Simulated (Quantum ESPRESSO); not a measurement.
Input of a Quantum ESPRESSO 7.5 run:

pw.in

```
&CONTROL
  calculation = 'scf'
  prefix = 'pwscf'
  outdir = './tmp'
  pseudo_dir = './pseudo'
  tprnfor = .true.
  tstress = .true.
  disk_io = 'low'
/
&SYSTEM
  ibrav = 0
  celldm(1) = 8
  nat = 4
  ntyp = 2
  ecutwfc = 84
  nbnd = 26
  occupations = 'smearing'
  smearing = 'fd'
  degauss = 0.00367493
/
&ELECTRONS
  conv_thr = 8d-10
  electron_maxstep = 120
  mixing_beta = 0.5
/
ATOMIC_SPECIES
Ga    69.7230 Ga.upf
N     14.0070 N.upf
CELL_PARAMETERS alat
  0.7511661345387   0.0000000000000   0.0000000000000
 -0.3755830672694   0.6505289549650   0.0000000000000
  0.0000000000000   0.0000000000000   1.2202906449771
ATOMIC_POSITIONS crystal
Ga     0.6666666667    0.3333333333    0.5000000000
Ga     0.3333333333    0.6666666667    0.0000000000
N      0.6666666667    0.3333333333    0.8750000000
N      0.3333333333    0.6666666667    0.3750000000
K_POINTS automatic
10 10 5 0 0 0
```

Contents of bands.in:

```
&CONTROL
  calculation = 'bands'
  prefix = 'pwscf'
  outdir = './tmp'
  pseudo_dir = './pseudo'
  disk_io = 'low'
  verbosity = 'high'
/
&SYSTEM
  ibrav = 0
  celldm(1) = 8
  nat = 4
  ntyp = 2
  ecutwfc = 84
  nbnd = 26
  occupations = 'smearing'
  smearing = 'fd'
  degauss = 0.00367493
/
&ELECTRONS
  conv_thr = 1d-08
  electron_maxstep = 120
  mixing_beta = 0.5
  diago_full_acc = .true.
  startingwfc = 'random'
/
ATOMIC_SPECIES
Ga    69.7230 Ga.upf
N     14.0070 N.upf
CELL_PARAMETERS alat
  0.7511661345387   0.0000000000000   0.0000000000000
 -0.3755830672694   0.6505289549650   0.0000000000000
  0.0000000000000   0.0000000000000   1.2202906449771
ATOMIC_POSITIONS crystal
Ga     0.6666666667    0.3333333333    0.5000000000
Ga     0.3333333333    0.6666666667    0.0000000000
N      0.6666666667    0.3333333333    0.8750000000
N      0.3333333333    0.6666666667    0.3750000000
K_POINTS crystal
60
 0.0000000000  0.0000000000  0.0000000000 1
 0.0714285714  0.0000000000  0.0000000000 1
 0.1428571429  0.0000000000  0.0000000000 1
 0.2142857143  0.0000000000  0.0000000000 1
 0.2857142857  0.0000000000  0.0000000000 1
 0.3571428571  0.0000000000  0.0000000000 1
 0.4285714286  0.0000000000  0.0000000000 1
 0.5000000000  0.0000000000  0.0000000000 1
 0.4583333333  0.0833333333  0.0000000000 1
 0.4166666667  0.1666666667  0.0000000000 1
 0.3750000000  0.2500000000  0.0000000000 1
 0.3333333333  0.3333333333  0.0000000000 1
 0.2962962963  0.2962962963  0.0000000000 1
 0.2592592593  0.2592592593  0.0000000000 1
 0.2222222222  0.2222222222  0.0000000000 1
 0.1851851852  0.1851851852  0.0000000000 1
 0.1481481481  0.1481481481  0.0000000000 1
 0.1111111111  0.1111111111  0.0000000000 1
 0.0740740741  0.0740740741  0.0000000000 1
 0.0370370370  0.0370370370  0.0000000000 1
 0.0000000000  0.0000000000  0.0000000000 1
 0.0000000000  0.0000000000  0.1250000000 1
 0.0000000000  0.0000000000  0.2500000000 1
 0.0000000000  0.0000000000  0.3750000000 1
 0.0000000000  0.0000000000  0.5000000000 1
 0.0625000000  0.0000000000  0.5000000000 1
 0.1250000000  0.0000000000  0.5000000000 1
 0.1875000000  0.0000000000  0.5000000000 1
 0.2500000000  0.0000000000  0.5000000000 1
 0.3125000000  0.0000000000  0.5000000000 1
 0.3750000000  0.0000000000  0.5000000000 1
 0.4375000000  0.0000000000  0.5000000000 1
 0.5000000000  0.0000000000  0.5000000000 1
 0.4666666667  0.0666666667  0.5000000000 1
 0.4333333333  0.1333333333  0.5000000000 1
 0.4000000000  0.2000000000  0.5000000000 1
 0.3666666667  0.2666666667  0.5000000000 1
 0.3333333333  0.3333333333  0.5000000000 1
 0.3030303030  0.3030303030  0.5000000000 1
 0.2727272727  0.2727272727  0.5000000000 1
 0.2424242424  0.2424242424  0.5000000000 1
 0.2121212121  0.2121212121  0.5000000000 1
 0.1818181818  0.1818181818  0.5000000000 1
 0.1515151515  0.1515151515  0.5000000000 1
 0.1212121212  0.1212121212  0.5000000000 1
 0.0909090909  0.0909090909  0.5000000000 1
 0.0606060606  0.0606060606  0.5000000000 1
 0.0303030303  0.0303030303  0.5000000000 1
 0.0000000000  0.0000000000  0.5000000000 1
 0.5000000000  0.0000000000  0.5000000000 1
 0.5000000000  0.0000000000  0.4000000000 1
 0.5000000000  0.0000000000  0.3000000000 1
 0.5000000000  0.0000000000  0.2000000000 1
 0.5000000000  0.0000000000  0.1000000000 1
 0.5000000000  0.0000000000  0.0000000000 1
 0.3333333333  0.3333333333  0.0000000000 1
 0.3333333333  0.3333333333  0.1250000000 1
 0.3333333333  0.3333333333  0.2500000000 1
 0.3333333333  0.3333333333  0.3750000000 1
 0.3333333333  0.3333333333  0.5000000000 1
```

Potentials or basis: PseudoDojo 0.4.1 SR PBE standard.

Launch:

```sh
$ OMP_NUM_THREADS=1 pw.x -in pw.in > pw.out
$ OMP_NUM_THREADS=1 pw.x -in bands.in > bands.out
```

**Question.** Estimate the band gap along the path.

**Answer.** 2.01 eV, direct.

**Question.** What does it give for the pressure?

**Answer.** 7.5 GPa.

Stress tensor (GPa, compression positive):
```
6.76 0.00 0.00
0.00 6.76 0.00
0.00 0.00 8.89
```

**Measured values to compare with.**

“Studying electronic properties in GaN without electrical contacts using γ-γ vs e−-γ Perturbed Angular Correlations”, 2019, pmc:6823545 quotes, for a bulk crystal of GaN: band gap 3.503 ± 0.005 eV (direct).

A measured gap of GaN is 3.503 eV (direct; quoted in “Studying electronic properties in GaN without electrical contacts using γ-γ vs e−-γ Perturbed Angular Correlations”, 2019, pmc:6823545); the calculated 2.01 eV misses it by -1.50 eV. Spin-orbit coupling on Ga is left out. The value is that of PBE, without temperature or zero-point motion. Semilocal functionals fall short of measured gaps as a rule.
